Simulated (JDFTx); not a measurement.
**Sr under changes of volume**

One of the cells (56.319 Å³/atom); the others are scaled copies at fixed shape and fractional positions:

```xyz
1
Lattice="0.0000 3.0423 3.0423 3.0423 0.0000 3.0423 3.0423 3.0423 0.0000" Properties=species:S:1:pos:R:3 pbc="T T T"
Sr    0.0000    0.0000    0.0000
```

```yaml
Program: JDFTx 1.7.0 (patched build)
Functional: RPBE
Potentials_or_basis: PseudoDojo-SR-PBE-0.5-standard with smoothed tails
Cutoff: 925 eV
Density_cutoff: 3701 eV
k_mesh: 8 × 8 × 8
Occupations: fermi-dirac, width 0.05 eV
Spin: no spin polarisation
```

```csv
volume (Å³/atom),energy over the lowest point (meV/atom),pressure (GPa)
52.940,16.58,1.2
54.067,9.68,0.9
55.193,?,?
56.319,1.58,0.4
57.446,0.05,0.1
58.572,0.00,-0.1
59.698,1.33,-0.3
```

Q: What does the run at 55.193 Å³/atom give?

A: Energy over the lowest point 4.73 meV/atom; pressure 0.6 GPa.

Worked out: A Birch-Murnaghan fit of order 3 (a polynomial in V^(-2/3)) to the other rows has its minimum at 58.04 Å³/atom with B0 = V·E''(V) = 10.4 GPa and B' = 3.6. It gives 4.74 meV/atom at 55.193 Å³/atom, against the run's 4.73, and -dE/dV = 0.6 GPa, against 0.6.

Energies are extrapolated to zero smearing.

Caveats: the potentials were made for another functional, which shifts forces and pressure.
